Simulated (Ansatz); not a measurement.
# Si3H2C4: the cost of one run

Method: DFT LDA, scalar-relativistic, plane waves, PAW, in Ansatz 0.2.0.

The COD entry's cell or inner coordinates are ideal or old and differ from later refinements, so a difference from it is no clean test against experiment.

## Step 1: The structure to begin with

Symmetry: F-43m, No. 216, cubic system. Conventional cell: a = 4.348 Å, b = 4.348 Å, c = 4.348 Å, α = 90.00°, β = 90.00°, γ = 90.00°. Si (site symmetry -43m) is surrounded by 4 C at 1.88 Å. C (site symmetry -43m) has 4 Si at 1.88 Å as nearest neighbours.

Coordinates:

```
Si C
1.0
     0.00000    2.17400    2.17400
     2.17400    0.00000    2.17400
     2.17400    2.17400    0.00000
Si C
1 1
Cartesian
  0.0000 0.0000 0.0000
  3.2610 3.2610 3.2610
```

The structure comes from the Crystallography Open Database.

## Step 5: Setting up the map

Atoms count from 1 in the order of the input.

Two atoms of the surface dimers are held at set heights.

First coordinate, height of C13 above its place in the flat dimer: 7 values from −0.431 to 0.417 Å. Second coordinate, height of C14 above its place in the flat dimer: 7 values from −0.431 to 0.417 Å.

Relaxed at each point: all atoms of the upper layers, but for the two heights. Points are written as (first, second).

(The set-up runs are not shown.)

## Step 6: Grid point (0.000 Å, 0.000 Å)

Input file input.yaml:

```yaml
crystal:
  lattice:
    - [6.122311628, 0.0, 0.0]
    - [0.0, 3.061155814, 0.0]
    - [0.0, 0.0, 19.9960979072]
  atoms:
    - { symbol: C, position: [0.5, 0.5, 0.2326656844] }
    - { symbol: C, position: [0.0, 0.5, 0.2326656844] }
    - { symbol: Si, position: [0.25, 0.5, 0.2867903452] }
    - { symbol: Si, position: [0.75, 0.5, 0.2867903452] }
    - { symbol: C, position: [0.75, 0.0, 0.340915006] }
    - { symbol: C, position: [0.25, 0.0, 0.340915006] }
    - { symbol: Si, position: [0.5, 0.0, 0.3913478112] }
    - { symbol: Si, position: [0.0, 0.0, 0.3992477949] }
    - { symbol: C, position: [0.0, 0.5, 0.4591970802] }
    - { symbol: C, position: [0.5, 0.5, 0.4408432282] }
    - { symbol: Si, position: [0.7238488126, 0.5, 0.5052842021] }
    - { symbol: Si, position: [0.2761511874, 0.5, 0.5052842021] }
    - { symbol: C, position: [0.3878190047, 0.0, 0.5459779411] }
    - { symbol: C, position: [0.6121809953, 0.0, 0.5459779411] }
    - { symbol: H, position: [0.5, 0.2236746754, 0.198760555] }
    - { symbol: H, position: [0.5, 0.7763253246, 0.198760555] }
    - { symbol: H, position: [0.0, 0.7759774367, 0.1986431602] }
    - { symbol: H, position: [0.0, 0.2240225633, 0.1986431602] }
basis:
  ecutwfc: 420
kpoints:
  mp_grid: { grid: [4, 8, 1] }
hamiltonian:
  xc: lda
scf:
  occupations: { method: gaussian, width: 0.05 }
output:
  forces: true
  eigenvalues: true
relax:
  adjacent_minimum: "off"
  f_tol: 0.03
  max_steps: 30
  constraints:
    - { sites: [0, 1, 2, 3, 4, 5, 14, 15, 16, 17] }
    - { sites: [12, 13], fix: z }
efield:
  axis: 3
  dipole_correction: true
  ramp_width: 0.04
```

Command:

```console
ansatz run input.yaml --threads 4 --pin off --max-ram 12288MiB --backend cpu --events-out ev --progress --plain --runs-dir out
```

**Question.** How long does this run take on 4 threads of Arm Neoverse V2, shared host, and how much memory does it need?

About 13 s, with a peak of 0.79 GiB.
